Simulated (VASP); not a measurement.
# CdS (Greenockite) (P6_3mc) in VASP: notebook, part 2 of 2

VASP 6.6.1. Earlier steps stand in the parts before.

### 4 Single point, PBE, spin-orbit coupling, no magnetisation

INCAR reads:

```
ALGO = Normal
EDIFF = 1E-7
ENCUT = 400
GGA = PE
GGA_COMPAT = False
ISIF = 2
ISMEAR = 0
LASPH = True
LCHARG = False
LORBIT = 11
LREAL = False
LSORBIT = True
LWAVE = False
MAGMOM = 0 0 0 0 0 0 0 0 0 0 0 0
NBANDS = 52
NELM = 100
PREC = Accurate
SIGMA = 0.02
```

KPOINTS reads:

```
k-points
0
Gamma
  4 4 2
```

POSCAR reads:

```
CdS
1.0
    4.1500000000      0.0000000000      0.0000000000
   -2.0750000000      3.5940054257      0.0000000000
    0.0000000000      0.0000000000      6.7370000000
Cd S
2 2
Direct
    0.6666666667      0.3333333333      0.5000000000
    0.3333333333      0.6666666667      0.0000000000
    0.6666666667      0.3333333333      0.8750000000
    0.3333333333      0.6666666667      0.3750000000
```

Potentials or basis: VASP PAW PBE potentials, release 64 (Cd, S).

Launch:

```bash
$ cat potpaw_PBE.64/Cd/POTCAR potpaw_PBE.64/S/POTCAR > POTCAR
$ mpirun -np 1 vasp_ncl > vasp.out
```

OUTCAR:

```text
EDIFF = 1E-7
   ENCUT = 400
   GGA = PE
   ISIF = 2
   ISMEAR = 0
   LASPH = True
   LORBIT = 11
   LREAL = False
   LSORBIT = True
   NELM = 100
   PREC = Accurate

 Found      8 irreducible k-points:

 Following reciprocal coordinates:
            Coordinates               Weight
  0.000000  0.000000  0.000000      1.000000
  0.250000 -0.000000  0.000000      6.000000
  0.500000 -0.000000  0.000000      3.000000
  0.250000  0.250000  0.000000      6.000000
  0.000000  0.000000  0.500000      1.000000
  0.250000 -0.000000  0.500000      6.000000
   k-points           NKPTS =      8   k-points in BZ     NKDIM =      8   number of bands    NBANDS=     52
   number of dos      NEDOS =    301   number of ions     NIONS =      4
   total plane-waves  NPLWV =  37632
   dimension x,y,z NGX =    28 NGY =   28 NGZ =   48
   dimension x,y,z NGXF=    56 NGYF=   56 NGZF=   96
   ions per type =               2   2
   NGX,Y,Z   is equivalent  to a cutoff of  11.22, 11.22, 11.84 a.u.
   NGXF,Y,Z  is equivalent  to a cutoff of  22.43, 22.43, 23.69 a.u.
 SYSTEM =  unknown system
   PREC   = accura    normal or accurate (medium, high low for compatibility)
   ISTART =      0    job   : 0-new  1-cont  2-samecut
   ICHARG =      2    charge: 1-file 2-atom 10-const
   ISPIN  =      1    spin polarized calculation?
   LNONCOLLINEAR =      T non collinear calculations
   LSORBIT =      T    spin-orbit coupling
   LASPH  =      T    aspherical Exc in radial PAW
   ENCUT  =  400.0 eV  29.40 Ry    5.42 a.u.   6.77  6.77 10.99*2*pi/ulx,y,z
   NELM   =    100;   NELMIN=  2; NELMDL= -5     # of ELM steps
   EDIFF  = 0.1E-06   stopping-criterion for ELM
   LREAL  =      F    real-space projection
   EDIFFG = 0.1E-05   stopping-criterion for IOM
   NSW    =      0    number of steps for IOM
   IBRION =     -1    ionic relax: 0-MD 1-quasi-New 2-CG
   NFREE  =      0    steps in history (QN), initial steepest desc. (CG)
   ISIF   =      2    stress and relaxation
   ISYM   =      2    0-nonsym 1-usesym 2-fastsym
   POTIM  = 0.5000    time-step for ionic-motion
   TEBEG  =    0.0;   TEEND  =   0.0 temperature during run
   PSTRESS=    0.0 pullay stress
   NELECT =      36.0000    total number of electrons
   NUPDOWN=      -1.0000    fix difference up-down
   EMIN   =  10.00;   EMAX   =-10.00  energy-range for DOS
   EFERMI =   0.00;   METHOD = LEGACY
   ISMEAR =     0;   SIGMA  =   0.02  broadening in eV -4-tet -1-fermi 0-gaus
   EFERMI_NEDOS =   21; number of points for ismear=-14 and -15
   IALGO  =     38    algorithm
   IMIX   =      4    mixing-type and parameters
     AMIX     =   0.40;   BMIX     =  1.00
     AMIX_MAG =   1.60;   BMIX_MAG =  1.00
  volume/ion in A,a.u.               =      25.12       169.52
  Fermi-wavevector in a.u.,A,eV,Ry     =   1.162727  2.197236 18.394190  1.351935
  Thomas-Fermi vector in A             =   2.299285
   LORBIT       =     11    0 simple, 1 ext, 2 COOP (PROOUT), +10 PAW based schemes
   GGA     = PE    functional components
   LHFCALC =     F    Hartree Fock is set to
   AEXX    =    0.0000 exact exchange contribution
   IVDW    =     0    specifies the selected vdW correction
   LEPSILON=     F    determine dielectric tensor
   LRPA    =     F    only Hartree local field effects (RPA)
 Gauss-broadening in eV      SIGMA  =   0.02
  energy-cutoff  :      400.00
  volume of cell :      100.48
 maximum number of plane-waves:      3656
 NGX is ok and might be reduce to    28
   NGX = 13   NGY = 13   NGZ = 21

 number of electron      36.0000026 magnetization       0.0000000      0.0000000      0.0000000

 number of electron      36.0000026 magnetization       0.0000000     -0.0000000     -0.0000000

 number of electron      36.0000026 magnetization       0.0000000     -0.0000000      0.0000000

 Free energy of the ion-electron system (eV)
  ---------------------------------------------------
  ext. energy  EPLUGINS =         0.00000000
  ---------------------------------------------------
  free energy    TOTEN  =       -12.28544943 eV

  energy without entropy =      -12.28544943  energy(sigma->0) =      -12.28544943

 E-fermi :   1.3753     XC(G=0):  -9.0807

 val. band max:        1.2328366207   @ k =   0.0000   0.0000   0.0000
 cond. band min:       2.4089953356   @ k =   0.0000   0.0000   0.0000
 fundamental gap:      1.1761587149
 Fermi energy:         1.3752743425

 k-point     1 :       0.0000    0.0000    0.0000
  band No.  band energies     occupation
      1     -11.0798      1.00000
      2     -11.0798      1.00000
      3     -10.6562      1.00000
      4     -10.6562      1.00000
      5      -6.7340      1.00000
      6      -6.7340      1.00000
[... 295 lines left out ...]
     47       8.3835      0.00000
     48       8.3835      0.00000

 [... further k-points ...]

 [bands above 48 left out]

------------------------ aborting loop because EDIFF is reached ----------------------------------------

  FORCE on cell =-STRESS in cart. coord.  units (eV):
  Direction    XX          YY          ZZ          XY          YZ          ZX
  --------------------------------------------------------------------------------------
  -------------------------------------------------------------------------------------
  Total        1.1750627      1.1750627      1.4425781      0.0000000      0.0000000     -0.0000000
  in kB       18.7360591     18.7360591     23.0015208      0.0000000      0.0000000     -0.0000000
  external PRESSURE =      20.1578797 kB  Pullay stress =       0.0000000 kB

 VOLUME and BASIS-vectors are now :
 -----------------------------------------------------------------------------
  energy-cutoff  :      400.00
  volume of cell :      100.48
      direct lattice vectors                 reciprocal lattice vectors
     4.150000000  0.000000000  0.000000000     0.240963855  0.139120547  0.000000000
    -2.075000000  3.594005426  0.000000000     0.000000000  0.278241094  0.000000000
     0.000000000  0.000000000  6.737000000     0.000000000  0.000000000  0.148434021

 POSITION                                       TOTAL-FORCE (eV/Angst)
 -----------------------------------------------------------------------------------
      2.07500      1.19800      3.36850        -0.000000     -0.000000     -0.055610
     -0.00000      2.39600      0.00000         0.000000      0.000000     -0.055610
      2.07500      1.19800      5.89487         0.000000      0.000000      0.055610
     -0.00000      2.39600      2.52637        -0.000000      0.000000      0.055610
 -----------------------------------------------------------------------------------
    total drift:                               -0.000000      0.000000     -0.000864

  FREE ENERGIE OF THE ION-ELECTRON SYSTEM (eV)
  ---------------------------------------------------
  free  energy   TOTEN  =       -12.2854494263 eV

  energy  without entropy=      -12.2854494263  energy(sigma->0) =      -12.28544943

 Spin-Orbit-Coupling matrix elements

 Ion:    1  E_soc:     -0.0566224
 l=   1
     0.0000000    -0.0024423    -0.0024493
    -0.0024423     0.0000000    -0.0024423
    -0.0024493    -0.0024423     0.0000000
 l=   2
     0.0000000    -0.0013911     0.0000000    -0.0013911    -0.0056167
    -0.0013911     0.0000000    -0.0042083    -0.0013798    -0.0013911
     0.0000000    -0.0042083     0.0000000    -0.0042083     0.0000000
    -0.0013911    -0.0013798    -0.0042083     0.0000000    -0.0013911
    -0.0056167    -0.0013911     0.0000000    -0.0013911     0.0000000
 l=   3
     0.0000000     0.0000000     0.0000000     0.0000000     0.0000000     0.0000000     0.0000000
     0.0000000     0.0000000     0.0000000     0.0000000     0.0000000     0.0000000     0.0000000
     0.0000000     0.0000000     0.0000000     0.0000000     0.0000000     0.0000000     0.0000000
     0.0000000     0.0000000     0.0000000     0.0000000     0.0000000     0.0000000     0.0000000
[... 49 lines left out ...]
 l=   2
     0.0000000     0.0000000     0.0000000     0.0000000     0.0000000
     0.0000000     0.0000000     0.0000000     0.0000000     0.0000000
     0.0000000     0.0000000     0.0000000     0.0000000     0.0000000
     0.0000000     0.0000000     0.0000000     0.0000000     0.0000000
     0.0000000     0.0000000     0.0000000     0.0000000     0.0000000
 l=   3
     0.0000000     0.0000000     0.0000000     0.0000000     0.0000000     0.0000000     0.0000000
     0.0000000     0.0000000     0.0000000     0.0000000     0.0000000     0.0000000     0.0000000
     0.0000000     0.0000000     0.0000000     0.0000000     0.0000000     0.0000000     0.0000000
     0.0000000     0.0000000     0.0000000     0.0000000     0.0000000     0.0000000     0.0000000
     0.0000000     0.0000000     0.0000000     0.0000000     0.0000000     0.0000000     0.0000000
     0.0000000     0.0000000     0.0000000     0.0000000     0.0000000     0.0000000     0.0000000
     0.0000000     0.0000000     0.0000000     0.0000000     0.0000000     0.0000000     0.0000000

 total charge

# of ion       s       p       d       tot
------------------------------------------
    1        0.421   0.320   9.562  10.303
    2        0.421   0.320   9.562  10.303
    3        1.321   2.402   0.000   3.724
    4        1.321   2.402   0.000   3.724
--------------------------------------------------
tot          3.484   5.446  19.125  28.054

 magnetization (x)

# of ion       s       p       d       tot
------------------------------------------
    1       -0.000   0.000   0.000   0.000
    2       -0.000  -0.000  -0.000  -0.000
    3        0.000   0.000   0.000   0.000
    4        0.000   0.000   0.000   0.000
--------------------------------------------------
tot         -0.000  -0.000   0.000  -0.000

 magnetization (y)

# of ion       s       p       d       tot
------------------------------------------
    1        0.000   0.000   0.000   0.000
    2        0.000   0.000   0.000   0.000
    3        0.000   0.000   0.000   0.000
    4        0.000   0.000   0.000   0.000
--------------------------------------------------
tot          0.000   0.000   0.000   0.000

 magnetization (z)

# of ion       s       p       d       tot
------------------------------------------
    1       -0.000   0.000   0.000   0.000
    2        0.000  -0.000   0.000  -0.000
    3        0.000   0.000   0.000   0.000
    4        0.000   0.000   0.000   0.000
--------------------------------------------------
tot          0.000   0.000   0.000   0.000
```

stdout:

```text
POSCAR found type information on POSCAR CdS
 POSCAR found :  2 types and       4 ions
 scaLAPACK will be used
 LDA part: xc-table for (Slater+PW92), standard interpolation
 POSCAR, INCAR and KPOINTS ok, starting setup
 FFT: planning ... GRIDC
 FFT: planning ... GRID_SOFT
 FFT: planning ... GRID
 WAVECAR not read
 entering main loop
```

It took 52 s on 1 thread of Intel Xeon Platinum 8488C (Sapphire Rapids), shared host; peak memory 0.34 GiB.

The run converged, but some of its settings lie outside the range that counts as converged, so its numbers aren't taken as properties of the crystal.

What came out:

```
Free energy                                           : -12.2854 eV
Pressure                                              : 2.0 GPa
Largest force                                         : 0.056 eV/Å
Valence electrons inside the program's atomic spheres : Cd 10.30; S 3.72
```

Caveat: the k mesh is coarse (spacing up to 0.47 Å⁻¹), so the values aren't converged.
